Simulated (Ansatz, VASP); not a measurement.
# NaCl (Halite) in two plane-wave programs, part 2 of 2

Wanted: the spread between two codes on one cell, functional and k mesh.

VASP 6.6.1 and Ansatz 0.2.0.

So far. Step 2 (VASP: band structure, LDA): The run ends at a pressure of -2.51 GPa.

## Step 5: VASP: band structure, PBE

Level of this step: PBE; plane waves and PAW (Cl, Na_pv) (VASP).

The same path points are solved in both programs, so levels can be compared one by one.

File INCAR:

```
SYSTEM = NaCl
PREC = Accurate
ENCUT = 350
EDIFF = 1E-06
NELM = 100
ISMEAR = 0
SIGMA = 0.03
LREAL = .FALSE.
ALGO = Normal
GGA = PE
NBANDS = 19
LORBIT = 11
LWAVE = .FALSE.
LCHARG = .FALSE.
KPAR = 4
```

File POSCAR:

```
NaCl
1.0
    0.0000000000      2.8202800000      2.8202800000
    2.8202800000      0.0000000000      2.8202800000
    2.8202800000      2.8202800000      0.0000000000
Cl Na
1 1
Direct
    0.5000000000      0.5000000000      0.5000000000
    0.0000000000      0.0000000000      0.0000000000
```

File KPOINTS:

```
Automatic mesh
0
Gamma
6 6 6
0 0 0
```

File KPOINTS_OPT:

```
Line mode
10
Line-mode
Reciprocal
  0.00000000   0.00000000   0.00000000 GAMMA
  0.50000000   0.00000000   0.50000000 X

  0.50000000   0.00000000   0.50000000 X
  0.50000000   0.25000000   0.75000000 W

  0.50000000   0.25000000   0.75000000 W
  0.37500000   0.37500000   0.75000000 K

  0.37500000   0.37500000   0.75000000 K
  0.00000000   0.00000000   0.00000000 GAMMA

  0.00000000   0.00000000   0.00000000 GAMMA
  0.50000000   0.50000000   0.50000000 L

  0.50000000   0.50000000   0.50000000 L
  0.62500000   0.25000000   0.62500000 U

  0.62500000   0.25000000   0.62500000 U
  0.50000000   0.25000000   0.75000000 W

  0.50000000   0.25000000   0.75000000 W
  0.50000000   0.50000000   0.50000000 L

  0.50000000   0.50000000   0.50000000 L
  0.37500000   0.37500000   0.75000000 K

  0.62500000   0.25000000   0.62500000 U
  0.50000000   0.00000000   0.50000000 X
```

PAW data sets: Cl and Na_pv (PBE family, release 64).

Launch:

```console
$ mpirun -np 4 vasp_std
```

Numbers of over 12 decimals in the logs are rounded to 6 here.

Log:

```text
[banner, memory and clock lines left out]
running    4 mpi-ranks, on    1 nodes
[...]
LDA part: xc-table for (Slater+PW92), standard interpolation
 POSCAR, INCAR and KPOINTS ok, starting setup
[...]
entering main loop
       N       E                     dE             d eps       ncg     rms          rms(c)
DAV:   1     0.867643465681E+02    0.86764E+02   -0.53911E+03   632   0.565E+02
DAV:   2    -0.102927551108E+01   -0.87794E+02   -0.81987E+02   690   0.185E+02
DAV:   3    -0.690362475386E+01   -0.58743E+01   -0.58364E+01   736   0.494E+01
DAV:   4    -0.697253483617E+01   -0.68910E-01   -0.68874E-01   759   0.546E+00
[...]
DAV:   9    -0.677526242325E+01    0.22685E-03   -0.30189E-04   702   0.965E-02    0.185E-01
DAV:  10    -0.677534703652E+01   -0.84613E-04   -0.18328E-04   668   0.819E-02    0.293E-02
DAV:  11    -0.677534786103E+01   -0.82450E-06   -0.50725E-06   769   0.172E-02
   1 F= -.67753479E+01 E0= -.67753479E+01  d E =-.600065E-36
 Start KPOINTS_OPT (optional k-point list driver)
k-point batch [1-16\100]
       N       E                     dE             ncg
DAV:   1    -0.110289319171E+04   -0.57740E+04      640
DAV:   2    -0.252994794777E+04   -0.14271E+04      723
DAV:   3    -0.262397349776E+04   -0.94026E+02      737
DAV:   4    -0.262508499929E+04   -0.11115E+01      751
DAV:   5    -0.262510152316E+04   -0.16524E-01      730
DAV:   6    -0.262510192376E+04   -0.40060E-03      753
DAV:   7    -0.262510193574E+04   -0.11981E-04      738
DAV:   8    -0.262510193607E+04   -0.32954E-06      564
[...]
k-point batch [97-100\100]
       N       E                     dE             ncg
DAV:   1     0.459010529889E+04   -0.21904E+04      160
DAV:   2     0.424809529891E+04   -0.34201E+03      203
DAV:   3     0.422618233152E+04   -0.21913E+02      166
DAV:   4     0.422592754806E+04   -0.25478E+00      184
DAV:   5     0.422592350215E+04   -0.40459E-02      189
DAV:   6     0.422592339735E+04   -0.10479E-03      189
DAV:   7     0.422592339394E+04   -0.34113E-05      189
DAV:   8     0.422592339384E+04   -0.10227E-06      117
```

Parts of OUTCAR (step 5):

```text
  Total        0.1921104      0.1921104      0.1921104      0.0000000     -0.0000000      0.0000000
  in kB        6.8604835      6.8604835      6.8604835      0.0000000     -0.0000000      0.0000000
  external PRESSURE =       6.8604835 kB  Pullay stress =       0.0000000 kB

 POSITION                                       TOTAL-FORCE (eV/Angst)
 -----------------------------------------------------------------------------------
      2.82028      2.82028      2.82028        -0.000000      0.000000      0.000000
      0.00000      0.00000      0.00000         0.000000     -0.000000     -0.000000
 -----------------------------------------------------------------------------------
    total drift:                                0.000000     -0.000000     -0.000000

  FREE ENERGIE OF THE ION-ELECTRON SYSTEM (eV)
  ---------------------------------------------------
  free  energy   TOTEN  =        -6.7753478610 eV

  energy  without entropy=       -6.7753478610  energy(sigma->0) =       -6.77534786

[... 2 parts as in an earlier step ...]

[... 1 further part left out ...]
[key lines of the parts left out:]
E-fermi :  -0.4717
```

The run ends at a pressure of 0.69 GPa.

## Step 6: Ansatz: band structure, PBE

The same cell, functional, mesh and smearing now go to Ansatz, which takes its cutoff from its data sets.

The cell is taken from a series of VASP runs on this material, whose earlier steps may have relaxed, scaled or displaced it; both programs get it as it stands.

File input.yaml:

```yaml
crystal:
  lattice:
    - [0.0, 2.82028, 2.82028]
    - [2.82028, 0.0, 2.82028]
    - [2.82028, 2.82028, 0.0]
  atoms:
    - { symbol: Cl, position: [0.5, 0.5, 0.5] }
    - { symbol: Na, position: [0.0, 0.0, 0.0] }
hamiltonian:
  xc: pbe
  pseudopotentials: { kind: paw }
kpoints:
  mp_grid: { grid: [6, 6, 6] }
  band_path:
    path:
      - [0.0, 0.0, 0.0]
      - [0.16667, 0.0, 0.16667]
      - [0.33333, 0.0, 0.33333]
      - [0.5, 0.0, 0.5]
      - [0.5, 0.08333, 0.58333]
      - [0.5, 0.19444, 0.69444]
      - [0.5, 0.25, 0.75]
      - [0.45833, 0.29167, 0.75]
      - [0.40278, 0.34722, 0.75]
      - [0.375, 0.375, 0.75]
      - [0.20833, 0.20833, 0.41667]
      - [0.08333, 0.08333, 0.16667]
      - [0.0, 0.0, 0.0]
      - [0.22222, 0.22222, 0.22222]
      - [0.38889, 0.38889, 0.38889]
      - [0.51389, 0.47222, 0.51389]
      - [0.55556, 0.38889, 0.55556]
      - [0.61111, 0.27778, 0.61111]
      - [0.61111, 0.25, 0.63889]
      - [0.56944, 0.25, 0.68056]
      - [0.51389, 0.25, 0.73611]
      - [0.5, 0.27778, 0.72222]
      - [0.5, 0.38889, 0.61111]
      - [0.5, 0.47222, 0.52778]
      - [0.48611, 0.48611, 0.52778]
      - [0.43056, 0.43056, 0.63889]
      - [0.38889, 0.38889, 0.72222]
      - [0.59722, 0.19444, 0.59722]
      - [0.55556, 0.11111, 0.55556]
      - [0.5, 0.0, 0.5]
    npoints: 1
scf:
  occupations: { method: gaussian, width: 0.03 }
  n_extra_bands: 7
output:
  forces: true
  stress: true
  eigenvalues: true
```

Launch:

```console
$ ansatz run input.yaml --threads 2 --pin off --max-ram 4608MiB --backend cpu --events-out ev --progress --plain --runs-dir out
```

Log:

```text
[...]
Crystal: 2 atoms, lattice volume = 44.865 Å³
Basis set: ecut = 420 eV, 893 PW (Γ), exchange–correlation on 54×54×54 points (8 copies of the dense FFT grid, shifted against one another)
Bands: 15, of which v1, the nominal top of the filled ones, is band 8 counted from 1 (7 counted from 0)
Symmetry: 48 space group operations
[...]
k-points: 16 of 216
[...]
k-point 0: bands = [... 4 lower, -11.5530, 1.1026, 1.1026, 1.1026, 6.2088, 12.1357, 12.1357, 12.1357, ... 3 higher]
  k-point 1: bands = [... 4 lower, -11.4731, 0.5034, 1.0338, 1.0338, 7.0209, 11.3774, 12.4118, 12.4118, ... 3 higher]
  k-point 2: bands = [... 4 lower, -11.3065, -0.4247, 0.9027, 0.9027, 8.1413, 11.1624, 12.2179, 12.2179, ... 3 higher]
  k-point 15: bands = [... 4 lower, -11.1590, -0.3294, 0.1943, 0.3897, 9.4604, 9.9665, 11.5855, 13.1148, ... 3 higher]
[key lines of the parts left out:]
SCF converged after 7 iterations
Free energy (F): -2569.551989 eV
Fermi energy:    3.655787 eV
P = ⅓ Tr σ = 0.7412 GPa (7.412 kbar)
```

It took 6.6 s on 2 threads of AMD EPYC 7R13 (Zen 3), shared host; peak memory 0.29 GiB; 3.3 s of CPU time.

## Step 7: Comparison

What differs besides the data sets and the points named for the pairs above, as far as they apply: VASP leaves aspherical gradient terms in its spheres out (LASPH is not set), Ansatz keeps them. Total energies have different zeros and are not compared.

Compared:

```
                     quantity  Ansatz   VASP  difference
               pressure (GPa)    0.74   0.69       +0.06
gap over the path points (eV)   5.106  5.101      +0.005
```

Levels at points of the path, from each program's valence-band top (eV; 3 filled, then empty):

```
k (reciprocal lattice)                             Ansatz                               VASP
     0.000 0.000 0.000    0.00 0.00 0.00 5.11 11.03 11.03    0.00 0.00 0.00 5.10 11.12 11.12
     0.167 0.000 0.167  -0.62 -0.16 -0.16 6.18 9.83 11.66  -0.62 -0.16 -0.16 6.18 9.88 11.75
     0.333 0.000 0.333  -1.40 -0.46 -0.46 7.62 8.52 10.50  -1.40 -0.46 -0.46 7.62 8.55 10.53
     0.500 0.000 0.500  -1.66 -0.59 -0.59 7.51 8.05 11.32  -1.66 -0.59 -0.59 7.53 8.08 11.31
     0.500 0.083 0.583  -1.60 -0.68 -0.64 7.75 8.27 11.09  -1.60 -0.68 -0.64 7.78 8.30 11.10
     0.500 0.194 0.694  -1.36 -1.00 -0.73 8.57 9.12 10.22  -1.36 -1.00 -0.73 8.60 9.15 10.25
     0.500 0.250 0.750   -1.18 -1.18 -0.75 8.80 9.67 9.67   -1.18 -1.18 -0.75 8.82 9.70 9.70
     0.458 0.292 0.750  -1.30 -1.10 -0.68 8.67 9.24 10.08  -1.30 -1.10 -0.69 8.70 9.27 10.11
     0.403 0.347 0.750  -1.39 -1.11 -0.52 8.28 9.02 10.48  -1.39 -1.11 -0.52 8.31 9.05 10.50
     0.375 0.375 0.750  -1.40 -1.11 -0.49 8.21 9.01 10.54  -1.40 -1.11 -0.49 8.24 9.03 10.55
```

Among the levels compared at these points, filled levels agree within 3 meV and empty ones within 93 meV.

## Step 8: VASP: dielectric response, LDA

The response to a field tests empty states and converges slowly with the mesh.

File INCAR:

```
SYSTEM = NaCl
PREC = Accurate
ENCUT = 350
EDIFF = 1E-08
NELM = 100
ISMEAR = 0
SIGMA = 0.01
LREAL = .FALSE.
ALGO = Normal
GGA = CA
NBANDS = 13
LORBIT = 11
LWAVE = .FALSE.
LCHARG = .FALSE.
KPAR = 4
LEPSILON = .TRUE.
```

POSCAR is that of step 5.

File KPOINTS:

```
Automatic mesh
0
Gamma
8 8 8
0 0 0
```

PAW data sets: Cl and Na_pv (LDA family, release 64).

Launch:

```console
$ mpirun -np 4 vasp_std
```

Log:

```text
[... set-up lines as in an earlier step ...]
 entering main loop
       N       E                     dE             d eps       ncg     rms          rms(c)
DAV:   1     0.794825702769E+02    0.79483E+02   -0.59546E+03   762   0.791E+02
DAV:   2    -0.158306237426E+01   -0.81066E+02   -0.76732E+02   834   0.227E+02
DAV:   3    -0.747001516297E+01   -0.58870E+01   -0.58613E+01   929   0.629E+01
DAV:   4    -0.755411350621E+01   -0.84098E-01   -0.84074E-01   874   0.830E+00
[...]
DAV:  12    -0.735566240320E+01   -0.53569E-09   -0.21079E-07   959   0.559E-03    0.141E-03
DAV:  13    -0.735566241575E+01   -0.12551E-07   -0.17495E-08   889   0.179E-03    0.129E-03
DAV:  14    -0.735566241297E+01    0.27826E-08   -0.98252E-09   532   0.653E-04
   1 F= -.73556624E+01 E0= -.73556624E+01  d E =-.228211-107
 Linear response reoptimize wavefunctions to high precision
DAV:   1    -0.735566241313E+01   -0.16462E-09   -0.41125E-10   582   0.194E-04
DAV:   2    -0.735566241312E+01    0.10459E-10   -0.55430E-11   487   0.789E-05
 Linear response G [H, r] |phi>, progress :
  Direction:   1
[...]
RMM:  11    -0.215045796896E+00    0.27303E-06    0.75878E-08  2836   0.206E-04    0.277E-05
RMM:  12    -0.215045818359E+00   -0.21463E-07   -0.33785E-09  1853   0.690E-05    0.873E-06
 change of polarisation eV/A/(eV/A) component  2 :     0.055     0.393    -0.016
 dielectric tensor                  component  2 :     0.221     2.586    -0.063
 Linear response to external field, progress :
  Direction:   3
       N       E                     dE             d eps       ncg     rms          rms(c)
RMM:   1    -0.204428775060E+00   -0.20443E+00   -0.43869E-01  2392   0.418E+00
RMM:   2    -0.232793964104E+00   -0.28365E-01   -0.17128E-02  3122   0.782E-01    0.110E+00
RMM:   3    -0.205470445301E+00    0.27324E-01   -0.33660E-02  2824   0.709E-01    0.529E-01
RMM:   4    -0.208784232800E+00   -0.33138E-02   -0.18901E-02  2979   0.554E-01    0.164E-01
[...]
RMM:  10    -0.215046073449E+00   -0.16310E-05   -0.16321E-07  2990   0.521E-04    0.682E-05
RMM:  11    -0.215045794172E+00    0.27928E-06    0.39560E-08  2832   0.205E-04    0.274E-05
RMM:  12    -0.215045817971E+00   -0.23799E-07    0.22326E-08  1839   0.689E-05    0.898E-06
 change of polarisation eV/A/(eV/A) component  3 :     0.002     0.030     0.393
 dielectric tensor                  component  3 :     0.008     0.123     2.586
 Born effective charges drift removed
```

Parts of OUTCAR (step 8):

```text
  Total       -0.7016198     -0.7016198     -0.7016198     -0.0000000      0.0000000      0.0000000
  in kB      -25.0556524    -25.0556524    -25.0556524     -0.0000000      0.0000000      0.0000000
  external PRESSURE =     -25.0556524 kB  Pullay stress =       0.0000000 kB

 POSITION                                       TOTAL-FORCE (eV/Angst)
 -----------------------------------------------------------------------------------
      2.82028      2.82028      2.82028         0.000000      0.000000      0.000000
      0.00000      0.00000      0.00000        -0.000000     -0.000000     -0.000000
 -----------------------------------------------------------------------------------
    total drift:                                0.000000     -0.000000     -0.000000

 MACROSCOPIC STATIC DIELECTRIC TENSOR (including local field effects in DFT)
 ------------------------------------------------------
           2.585584    -0.000000     0.000000
          -0.000000     2.585584     0.000000
          -0.000000    -0.000000     2.585584
 ------------------------------------------------------

[... 1 part as in an earlier step ...]

[... 1 further part left out ...]
```

## Step 9: Ansatz: dielectric response, LDA

The same cell, functional (in two slightly different forms) and mesh now go to Ansatz, which takes its cutoff from its data sets.

The cell is taken from a series of VASP runs on this material, whose earlier steps may have relaxed, scaled or displaced it; both programs get it as it stands.

File input.yaml:

```yaml
crystal:
  lattice:
    - [0.0, 2.82028, 2.82028]
    - [2.82028, 0.0, 2.82028]
    - [2.82028, 2.82028, 0.0]
  atoms:
    - { symbol: Cl, position: [0.5, 0.5, 0.5] }
    - { symbol: Na, position: [0.0, 0.0, 0.0] }
hamiltonian:
  xc: lda
  pseudopotentials: { kind: paw }
kpoints:
  mp_grid: { grid: [8, 8, 8] }
scf:
  occupations: { method: fixed }
dielectric:
  method: response
```

Launch:

```console
$ ansatz run input.yaml --threads 2 --pin off --max-ram 4608MiB --backend cpu --events-out ev --progress --plain --runs-dir out
```

Log:

```text
[...]
Crystal: 2 atoms, lattice volume = 44.865 Å³
Basis set: ecut = 420 eV, 893 PW (Γ), exchange–correlation on 54×54×54 points (8 copies of the dense FFT grid, shifted against one another)
Bands: 12, of which v1, the nominal top of the filled ones, is band 8 counted from 1 (7 counted from 0)
Symmetry: 48 space group operations
k-points: 59 of 512 (irreducible under 8 space group operations, time reversal used)
[...]
Born effective charges Z* (e; rows j = field, columns β = displacement):
    site 0:
        -1.09979   -0.00000    0.00000
         0.00000   -1.09979   -0.00000
         0.00000    0.00000   -1.09979
    site 1:
         1.09979    0.00000   -0.00000
         0.00000    1.09979    0.00000
         0.00000   -0.00000    1.09979
  Z* charge neutrality: 4.485e-5 e pre-enforcement
  k-mesh period / interband length: 31.9 Å / 1.36 Å = 23.51 at k = (0.0000, 0.0000, 0.0000), direct gap 4.691 eV — 14 or more, which is no proof of convergence
[key lines of the parts left out:]
SCF converged after 8 iterations
Free energy (F): -2514.297804 eV
Fermi energy:    0.859235 eV
```

It took 29 s on 2 threads; peak memory 0.35 GiB; 20 s of CPU time.

## Step 10: Comparison

The two programs side by side:

```
                                     quantity  Ansatz   VASP  difference
                                        ε∞ xx    2.59   2.59     +0.06 %
                                        ε∞ yy    2.59   2.59     +0.06 %
                                        ε∞ zz    2.59   2.59     +0.06 %
Born charge of Cl1 (mean of the diagonal) (e)   -1.10  -1.10        0.00
Born charge of Na2 (mean of the diagonal) (e)    1.10   1.10        0.00
```

## Step 11: Results

| Property | Result |
| --- | --- |
| difference in gap over the path points (band structure, LDA) | -0.0047 eV |
| difference in gap over the path points (band structure, PBE) | 0.0050 eV |
| difference in ε∞ xx (dielectric response, LDA) | 0.063 % |

**Reading.** The difference in gap over the path points is 0.0050 eV (band structure, PBE), within the 0.08 eV picked in this series as the mark of a large difference. 2 further runs of this series are not shown here. How closely two codes agree says nothing of how well the functional describes the real material.

[Lines on the potential files, build, host, timing and source positions are cut from VASP's logs without a mark.]

[Logs are printed without paths, hosts, clocks, repeated set-up lines and the standing remarks that a program may print on its own settings, such as how far it seeks lower states.]

[Hosts, paths, dates, database ids (printed as entryN), source tags and the programs' standing remarks are cut or masked in the printed files.]
